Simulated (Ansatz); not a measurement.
# CaSe (Fm-3m): phonons and vibrational spectra, part 3 of 3

Task: relax CaSe (Fm-3m), then find its harmonic phonons.

Ansatz 0.2.0; DFT PBE, scalar-relativistic, plane waves, PAW.

So far, highest frequency on the path or at a solved wavevector (cm⁻¹): step 5 (phonons on a q mesh) 253. The relaxed cell has a = 5.958 Å (conventional setting).

The database entry behind the starting cell differs from later determinations by our own check (0.1 to 0.3 % short, probably kX units), so it need not match the best structure at ambient conditions.

## (6) The same by displaced supercells

Finite displacements in a 2×2×2 supercell give force constants from forces alone. They are exact at the wavevectors that the supercell holds, where they check the linear-response result.

Input file input.yaml:

```yaml
crystal:
  lattice:
    - [0.0, 2.9789659855, 2.9789659855]
    - [2.9789659855, 0.0, 2.9789659855]
    - [2.9789659855, 2.9789659855, 0.0]
  atoms:
    - { symbol: Ca, position: [0.0, 0.0, 0.0] }
    - { symbol: Se, position: [0.5, 0.5, 0.5] }
kpoints:
  mp_grid: { grid: [8, 8, 8] }
hamiltonian:
  xc: pbe
scf:
  occupations: { method: fixed }
output:
  eigenvalues: true
phonons:
  method: fd
  supercell: [2, 2, 2]
  temperatures: { t_max: 1000, t_step: 50 }
  qpath:
    path:
      - [[0.0, 0.0, 0.0], [0.5, 0.0, 0.5], [0.625, 0.25, 0.625]]
      - [[0.375, 0.375, 0.75], [0.0, 0.0, 0.0], [0.5, 0.5, 0.5], [0.5, 0.25, 0.75], [0.5, 0.0, 0.5]]
    npoints: 10
  non_analytic_term:
    high_frequency_dielectric_tensor: [[5.6237, 0.0, 0.0], [0.0, 5.6237, 0.0], [0.0, 0.0, 5.6237]]
    born_effective_charges:
      - { species: Ca, tensor: [[2.3781, 0.0, 0.0], [0.0, 2.3781, 0.0], [0.0, 0.0, 2.3781]] }
      - { species: Se, tensor: [[-2.3781, 0.0, 0.0], [0.0, -2.3781, 0.0], [0.0, 0.0, -2.3781]] }
    source: "zone-centre run at this cell"
```

Run with:

```
$ ansatz run input.yaml --threads 4 --pin off --max-ram 7168MiB --backend cpu --events-out ev --progress --plain --runs-dir out
```

Numbers of over 12 decimals in the logs are rounded to 6 here.

Log:

```text
[...]
Crystal: 16 atoms, lattice volume = 422.977 Å³
Basis set: ecut = 420 eV, 8363 PW (Γ), exchange–correlation on 120×120×120 points (8 copies of the dense FFT grid, shifted against one another)
Bands: 125, of which v1, the nominal top of the filled ones, is band 104 counted from 1 (103 counted from 0)
Symmetry: 384 space group operations
k-points: 8 of 64
[...]
SCF iter   1: F=—  HF=-58320.024287 eV  |F-HF|=—  |Δ(HF+E_count)|=         —  Δρ=4.83e-8  dr2=2.37e-11  ethr=1.00e-12  ⟨swp⟩=3.0  Hψ=2539  notcnv=0  defer=20
[...]
SCF iter   2: F=-58320.024287 eV  HF=-58320.024287 eV  |F-HF|=7.28e-12  |Δ(HF+E_count)|=  7.28e-12  Δρ=1.87e-8  dr2=3.11e-12  ethr=1.00e-12  ⟨swp⟩=5.9  Hψ=3249  notcnv=0
SCF 1 converged in 2 iterations: F = -58320.024287 eV  dr2 = 3.11e-12
[...]
Symmetry: 8 space group operations
k-points: 13 of 64 (time reversal used)
[...]
SCF iter   8: F=-58320.024274 eV  HF=-58320.024274 eV  |F-HF|=2.18e-11  |Δ(HF+E_count)|=    0.00e0  Δρ=1.12e-8  dr2=6.80e-13  ethr=1.00e-12  ⟨swp⟩=5.1  Hψ=6038  notcnv=0
SCF 2 converged in 8 iterations: F = -58320.024274 eV  dr2 = 6.80e-13
[...]
SCF iter   7: F=-58320.024273 eV  HF=-58320.024273 eV  |F-HF|=1.46e-11  |Δ(HF+E_count)|=  1.02e-10  Δρ=3.52e-8  dr2=4.86e-12  ethr=1.00e-12  ⟨swp⟩=4.2  Hψ=7206  notcnv=0
SCF 3 converged in 7 iterations: F = -58320.024273 eV  dr2 = 4.86e-12
[...]
SCF converged after 2 iterations
Free energy (F): -58320.024287 eV
[...]
Internal energy: -58320.024287 eV  (E = F + TS)
E sigma→0 (E₀):  -58320.024287 eV
Fermi energy:    6.830707 eV
[...]
--- Band table (eV; the first three rows and the last of 8) ---
  k-point 0: bands = [... 100 lower, 5.9184, 6.8307, 6.8307, 6.8307, 8.9136, 8.9136, 8.9136, 10.0626, ... 17 higher]
  k-point 1: bands = [... 100 lower, 5.8807, 6.0814, 6.6029, 6.6029, 9.3440, 9.3440, 9.3440, 10.4119, ... 17 higher]
  k-point 2: bands = [... 100 lower, 6.1620, 6.1620, 6.1620, 6.1620, 10.2440, 10.2440, 10.2440, 10.2440, ... 17 higher]
  k-point 7: bands = [... 100 lower, 5.9628, 5.9628, 5.9628, 5.9628, 10.2633, 10.2633, 10.2633, 10.2633, ... 17 higher]
--- Phonons: 2 displaced members + reference (amplitude 0.0025 Å, Σ member SCF iterations 15) ---
  symmetry images taken by strict's conditions (phonons.symmetry_images: auto; settled by no image being taken that strict refuses)
  ASR residual: 1.737e-4 → 0.000e0 eV/Å²; symmetrization residual: 1.569e-4 eV/Å²
  largest component of a force at the reference: 6.4e-29 eV/Å
  ASR residual per site (eV/Å²): 1.06e-4 1.74e-4
  Γ frequencies (cm⁻¹): 0.00 0.00 0.00 169.19 169.19 169.19
[...]
```

The job ended after 40 s (4 threads of Arm Neoverse V1, shared host; peak memory 1.5 GiB).

This step gave:

| Quantity | Value |
| --- | --- |
| atoms in the supercell | 16 |
| sum-rule residual before enforcement | 1.74e-4 eV/Å² |

Interpolated from a 2×2×2 supercell, rough between the solved points, with the LO-TO term (at Γ the limit along the path; where Γ stands inside the path, tables give the limit on arrival). Phonon branches along the path, in cm⁻¹:

| point | branch 1 | branch 2 | branch 3 | branch 4 | branch 5 | branch 6 |
| --- | --- | --- | --- | --- | --- | --- |
| Γ | 0 | 0 | 0 | 169 | 169 | 253 |
| halfway | 67 | 67 | 126 | 178 | 178 | 210 |
| X | 82 | 82 | 121 | 174 | 174 | 185 |
| halfway | 84 | 95 | 119 | 172 | 178 | 186 |
| U | 92 | 114 | 120 | 162 | 188 | 189 |
| jump to K | 92 | 114 | 120 | 162 | 188 | 189 |
| halfway | 77 | 96 | 122 | 142 | 183 | 235 |
| Γ | 0 | 0 | 0 | 169 | 169 | 253 |
| halfway | 75 | 75 | 108 | 160 | 160 | 250 |
| L | 114 | 114 | 145 | 145 | 154 | 247 |
| halfway | 106 | 108 | 136 | 154 | 171 | 220 |
| W | 106 | 106 | 121 | 166 | 185 | 185 |
| halfway | 90 | 102 | 117 | 171 | 179 | 186 |
| X | 82 | 82 | 121 | 174 | 174 | 185 |

The phonon branches as a text plot (rows in cm⁻¹):

```
    247 |***                      *****************
    237 |   *                   **                 **
    226 |    **                *                     *
    216 |                    **                       **
    205 |      *            *                           *
    195 |       *          *
    184 |        *****************                      *********
    174 |****************         *******             **     ****
    163 |                **       ****   ****       **  *****
    153 |                  *     *           ***********
    142 |       **          *** *              *******
    132 |         **       * ***              *       ***
    121 |      *    ***** *     *            *           ***  ***
    111 |    **          ******* *          *  ***************
    100 |              **  **** *             *         *  ** *
     89 |   *           ***    *           * *               ***
     79 |        *******        ****        *                  **
     68 |      **                *        *
     58 |  * **                   ***      *
     47 |   *                     **     **
     37 |  *                        *    *
     26 | *                          *  *
     16 | *                          *  *
      5 |*                            **
         Γ           X  U|K            Γ         L        W     X
```

The phonon density of states has structure finer than the step of the table below, so its rows give means over 10 cm⁻¹, whole bins alone (the curve runs from 1 to 253 cm⁻¹). Peaks (cm⁻¹: height): 103.0: 0.0577, 111.0: 0.0852, 133.0: 0.0520, 177.0: 0.0715.

Tetrahedra on a 18×18×18 mesh, mean over bins of 2 cm-1. Interpolated from a 2×2×2 supercell, rough between the solved points. The phonon density of states by wavenumber; means over each step:

wavenumber (cm⁻¹), phonon density of states (1/cm⁻¹/cell) and a bar:
```
       10     0.0001 
       20     0.0005 
       30     0.0012 #
       40     0.0023 #
       50     0.0040 ##
       60     0.0068 ###
       70     0.0118 #####
       80     0.0263 ############
       90     0.0415 ###################
      100     0.0495 #######################
      110     0.0643 ##############################
      120     0.0254 ############
      130     0.0412 ###################
      140     0.0319 ###############
      150     0.0367 #################
      160     0.0455 #####################
      170     0.0512 ########################
      180     0.0549 ##########################
      190     0.0224 ##########
      200     0.0143 #######
      210     0.0144 #######
      220     0.0149 #######
      230     0.0156 #######
      240     0.0165 ########
```

At Γ the two methods differ by at most 0.0 cm⁻¹.

## (7) What came out

```
space group after relaxation (within 0.01 Å)            : Fm-3m
volume per atom                                         : 26.4 Å³
gap on the k-mesh                                       : 2.08 eV
highest optical mode at the zone centre (no LO-TO term) : 169 cm⁻¹
top of the zone-centre spectrum with the field          : 253 cm⁻¹
lowest optical zone-centre mode                         : 169 cm⁻¹
mean high-frequency dielectric constant                 : 5.62
mean static dielectric constant                         : 12.5
largest Born charge (third of the trace)                : 2.38 e
lowest mode on the q mesh (acoustic modes at Γ apart)   : 61.9 cm⁻¹
highest frequency on the path or at a solved wavevector : 253 cm⁻¹
zero-point energy per atom                              : 26.7 meV
heat capacity at 300 K                                  : 23.9 J/(mol atoms K)
vibrational entropy at 300 K                            : 36.2 J/(mol atoms K)
Debye temperature (second moment)                       : 280 K
imaginary modes on the 4×4×4 q mesh                     : none
```

What this shows: The structure is a minimum as far as tested: no mode is imaginary at the 8 irreducible wavevectors of the 4×4×4 mesh, and the softest away from the acoustic zeros lies at 62 cm⁻¹. Without the field, the optical modes at Γ form one degenerate level at 169 cm⁻¹. The highest mode in this list at Γ, 169.2 cm⁻¹, has its largest share on Ca (66 % of the kinetic energy). With the macroscopic field of the longitudinal modes the top of the zone-centre spectrum lies at 253 cm⁻¹, against 169 cm⁻¹ without it. Lattice motion raises the mean dielectric constant from 5.624 to 12.54. The strongest infrared line is at 169 cm⁻¹. Finite displacements and linear response differ by 0.0 cm⁻¹ in the highest zone-centre mode. These are harmonic frequencies at zero temperature: anharmonic shifts, linewidths and thermal expansion are left out.

[Logs are printed without paths, hosts, clocks, repeated set-up lines and the standing remarks that a program may print on its own settings, such as how far it seeks lower states.]

[Hosts, paths, dates, database ids (printed as entryN), source tags and the programs' standing remarks are cut or masked in the printed files.]
